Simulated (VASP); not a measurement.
# Pd (Im-3m) in VASP: settings compared, part 2 of 2

VASP 6.6.1.

### 6 Relaxation of cell and atoms, PBEsol

Input file INCAR:

```
PREC = Accurate ; ENCUT = 580
EDIFF = 1E-7 ; ISMEAR = 0
SIGMA = 0.1 ; LREAL = False
LASPH = True ; NELM = 60
ALGO = Fast ; ISIF = 3
LWAVE = False ; LCHARG = False
GGA = PS ; IBRION = 2
NSW = 90 ; EDIFFG = -0.005
```

Input file KPOINTS:

```
Automatic mesh
0
Gamma
  18 18 18
```

Input file POSCAR:

```
Pd
1.0
   -1.5431889800      1.5431889800      1.5431889800
    1.5431889800     -1.5431889800      1.5431889800
    1.5431889800      1.5431889800     -1.5431889800
Pd
1
Direct
    0.0000000000      0.0000000000      0.0000000000
```

Potentials or basis: VASP PAW PBE potentials, release 64 (Pd).

Launch:

```console
cat potpaw_PBE.64/Pd/POTCAR > POTCAR
mpirun -np 1 vasp_std > vasp.out
```

OUTCAR:

```text
PREC = Accurate
   ENCUT = 580
   EDIFF = 1E-7
   ISMEAR = 0
   LREAL = False
   LASPH = True
   NELM = 60
   ISIF = 3
   GGA = PS
   IBRION = 2
   NSW = 90
   EDIFFG = -0.005

 ion  position               nearest neighbor table
   1  0.000  0.000  0.000-

  LATTYP: Found a body centered cubic cell.
 ALAT       =     3.0863779600

  Lattice vectors:

 A1 = (  -1.5431889800,   1.5431889800,   1.5431889800)
 A2 = (   1.5431889800,  -1.5431889800,   1.5431889800)
 A3 = (   1.5431889800,   1.5431889800,  -1.5431889800)

Analysis of symmetry for initial positions (statically):
=====================================================================
 Subroutine PRICEL returns:
 Original cell was already a primitive cell.

 Routine SETGRP: Setting up the symmetry group for a
 body centered cubic supercell.

 Subroutine GETGRP returns: Found 48 space group operations
 (whereof 48 operations were pure point group operations)
 out of a pool of 48 trial point group operations.

The static configuration has the point symmetry O_h .

Analysis of symmetry for dynamics (positions and initial velocities):
=====================================================================
 Subroutine PRICEL returns:
 Original cell was already a primitive cell.

 Routine SETGRP: Setting up the symmetry group for a
 body centered cubic supercell.

 Subroutine GETGRP returns: Found 48 space group operations
 (whereof 48 operations were pure point group operations)
 out of a pool of 48 trial point group operations.

The dynamic configuration has the point symmetry O_h .

 Subroutine INISYM returns: Found 48 space group operations
 (whereof 48 operations are pure point group operations),
 and found     1 'primitive' translations

----------------------------------------------------------------------------------------

[... 122 lines left out ...]
 non-spin polarized calculation
 RMM-DIIS sequential band-by-band and
 Gauss-broadening in eV      SIGMA  =   0.10
  energy-cutoff  :      580.00
  volume of cell :       14.70
 maximum number of plane-waves:       478
 NGX is ok and might be reduce to    24
   NGX = 11   NGY = 11   NGZ = 11

--------------------------------------- Ionic step        1  -------------------------------------------

 number of electron      10.0000000 magnetization

 number of electron       9.9999998 magnetization

 Free energy of the ion-electron system (eV)
  ---------------------------------------------------
  ext. energy  EPLUGINS =         0.00000000
  ---------------------------------------------------
  free energy    TOTEN  =        -5.91276505 eV

  energy without entropy =       -5.90683360  energy(sigma->0) =       -5.90979933

------------------------ aborting loop because EDIFF is reached ----------------------------------------

  FORCE on cell =-STRESS in cart. coord.  units (eV):
  Direction    XX          YY          ZZ          XY          YZ          ZX
  --------------------------------------------------------------------------------------
  -------------------------------------------------------------------------------------
  Total       -0.0886564     -0.0886564     -0.0886564      0.0000000      0.0000000     -0.0000000
  in kB       -9.6628089     -9.6628089     -9.6628089      0.0000000      0.0000000     -0.0000000
  external PRESSURE =      -9.6628089 kB  Pullay stress =       0.0000000 kB
[... 57 lines left out ...]
--------------------------------------- Ionic step        3  -------------------------------------------

 number of electron       9.9999998 magnetization

 Free energy of the ion-electron system (eV)
  ---------------------------------------------------
  ext. energy  EPLUGINS =         0.00000000
  ---------------------------------------------------
  free energy    TOTEN  =        -5.91297806 eV

  energy without entropy =       -5.90708674  energy(sigma->0) =       -5.91003240

 E-fermi :   9.7603     XC(G=0): -13.4261

 val. band max:        9.7452710648   @ k =  -0.4444  -0.4444   0.3333
 cond. band min:       9.7681933750   @ k =   0.5000   0.5000   0.4444
 fundamental gap:      0.0229223101
 Fermi energy:         9.7603204235

 k-point     1 :       0.0000    0.0000    0.0000
  band No.  band energies     occupation
      1       2.4634      2.00000
      2       6.7406      2.00000
      3       6.7406      2.00000
      4       6.7406      2.00000
      5       8.7903      2.00000
      6       8.7903      2.00000
      7      29.0993      0.00000
      8      29.0993      0.00000
      9      29.0993      0.00000
[... 265 lines left out ...]
 k-point    24 :       0.3889    0.1111    0.0000
  band No.  band energies     occupation
      1       4.6284      2.00000
      2       5.6276      2.00000
      3       8.2980      2.00000
      4       8.6780      2.00000
      5       9.4970      1.99980
      6      12.1933      0.00000
      7      18.4611      0.00000
      8      24.4765      0.00000
      9      26.9412      0.00000

 [... further k-points ...]
[... 5 lines left out ...]
  --------------------------------------------------------------------------------------
  -------------------------------------------------------------------------------------
  Total        0.0013708      0.0013708      0.0013708      0.0000000     -0.0000000     -0.0000000
  in kB        0.1501284      0.1501284      0.1501284      0.0000000     -0.0000000     -0.0000000
  external PRESSURE =       0.1501284 kB  Pullay stress =       0.0000000 kB
[... 16 lines left out ...]
  FREE ENERGIE OF THE ION-ELECTRON SYSTEM (eV)
  ---------------------------------------------------
  free  energy   TOTEN  =        -5.9129780570 eV

  energy  without entropy=       -5.9070867363  energy(sigma->0) =       -5.91003240

 reached required accuracy - stopping structural energy minimisation
```

OSZICAR:

```text
N       E                     dE             d eps       ncg     rms          rms(c)
DAV:   1     0.408370229007E+02    0.40837E+02   -0.57566E+03  3542   0.115E+03
[... 26 lines left out ...]
RMM:   2    -0.591303029193E+01    0.77473E-02   -0.14472E-02  3510   0.131E+00    0.152E-01
RMM:   3    -0.591297897377E+01    0.51318E-04   -0.27471E-04  3510   0.192E-01    0.905E-02
RMM:   4    -0.591297673797E+01    0.22358E-05   -0.65397E-05  3510   0.915E-02    0.449E-03
RMM:   5    -0.591297745946E+01   -0.72149E-06   -0.45954E-06  3507   0.212E-02    0.240E-03
RMM:   6    -0.591297781272E+01   -0.35326E-06   -0.86402E-07  3295   0.864E-03    0.222E-03
RMM:   7    -0.591297813487E+01   -0.32215E-06   -0.47607E-07  3251   0.669E-03    0.122E-03
RMM:   8    -0.591297805704E+01    0.77832E-07   -0.15076E-07  2573   0.386E-03
   3 F= -.59129781E+01 E0= -.59100324E+01  d E =-.213009E-03
```

It took 54 s on 1 thread of Intel Xeon Platinum 8488C (Sapphire Rapids), shared host; peak memory 0.17 GiB.

Results:

```yaml
Free_energy: -5.9130 eV
Relaxed_volume: 14.63 Å³/atom
Relaxed_cell: a = 2.669 Å, b = 2.669 Å, c = 2.669 Å, α = 109.47°, β = 109.47°, γ = 109.47°
Space_group_after_relaxing_to_0.05_Å: Im-3m (No. 229)
Energy_gained_by_relaxing: 0.2 meV/atom
Ionic_steps: 3
Pressure_after_relaxing: 0.0 GPa
Band_gap_on_the_k_mesh: none (metal or under the smearing width)
```

The path:
```tsv
step	energy change (eV)	largest force (eV/Å)	pressure (GPa)	volume (Å³)
1	0.0000	0.0000	-0.97	14.70
2	0.0004	0.0000	1.66	14.51
3	-0.0002	0.0000	0.02	14.63
```

Final structure:
```yaml
crystal:
  lattice:
    - [-1.54071, 1.54071, 1.54071]
    - [1.54071, -1.54071, 1.54071]
    - [1.54071, 1.54071, -1.54071]
  atoms:
    - { symbol: Pd, position: [0.00000, 0.00000, 0.00000] }
```

Levels at points of the mesh, in eV from the Fermi level:
```csv
k point,band 1,band 2,band 3,band 4,band 5,band 6,band 7,band 8,band 9
"(0.00, 0.00, 0.00)",-7.30,-3.02,-3.02,-3.02,-0.97,-0.97,19.34,19.34,19.34
"(0.50, 0.00, 0.00)",-5.42,-4.25,-1.05,-0.72,0.62,1.29,7.98,15.10,17.88
"(0.50, 0.50, 0.50)",-5.35,-5.35,0.23,0.23,0.23,9.18,9.18,9.18,17.78
```

Caveat: the PAW data sets were made with another functional, which shifts forces and pressure a little.

### 7 Overview

```tsv
task	level	cell	k mesh	cutoff (eV)	mesh quality	gap on the mesh (eV)	pressure (GPa)	relaxed volume (Å³/atom)
relaxation of cell and atoms	PBE+D3(BJ)	relaxed	18 × 18 × 18	600	not flagged	none	0.0	14.79
relaxation of cell and atoms	PBEsol	relaxed	18 × 18 × 18	300	not flagged	none	0.0	14.61
relaxation of cell and atoms	PBEsol	relaxed	6 × 6 × 6	600	coarse	none	0.0	14.59
single point	PBEsol	as given	18 × 18 × 18	520	not flagged	none	-0.9	-
relaxation of cell and atoms	PBEsol	relaxed	18 × 18 × 18	580	not flagged	none	0.0	14.63
```

Alike in all rows: potentials or basis VASP PAW PBE potentials, release 64 (Pd); no spin polarisation; smearing gaussian 0.1 eV.

Caveats: some runs use coarse meshes; the PAW data sets were made with another functional, which shifts forces and pressure a little (some runs); pairwise dispersion overbinds metals, which lowers pressure and volume (some runs); the cutoff is under 1.25 times the usual one of these potentials, so pressure, stress and relaxed cells hold a basis-set (Pulay) error (some runs).

Total energies depend on the potentials used, so only differences within one code and one set of settings carry meaning.
